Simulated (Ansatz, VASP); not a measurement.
## One calculation of F, two programs

```xyz
1
Lattice="0.0000 1.3975 1.3975 1.3975 0.0000 1.3975 1.3975 1.3975 0.0000" Properties=species:S:1:pos:R:3 pbc="T T T"
F     0.0000    0.0000    0.0000
```

Change from the starting cell: volume scaled by 0.65, PAW files.

Alike in both runs: task single point; functional LDA; k mesh 17 × 17 × 17; occupations fermi-dirac, width 0.05 eV; no spin polarisation.

|  | VASP | Ansatz |
| --- | --- | --- |
| version | VASP 6.6.1 | Ansatz 0.2.0 |
| potentials or method | VASP PAW LDA potentials, release 64 (F) | PAW with Ansatz's default frozen-core files, scalar-relativistic |
| plane-wave cutoff (eV) | 520 | 420 |
| valence electrons in the cell | 7 | 7 |

```csv
,VASP,Ansatz,Ansatz less VASP
pressure (GPa),129.2,129.5,+0.32
```

Caveats: the cell as given lies far from equilibrium; so large a pressure means that the cell lies far from this level's equilibrium, or that cutoff or potentials fall short (VASP); an odd number of electrons without spin polarisation forces a metal; a magnetic or distorted state may lie lower.
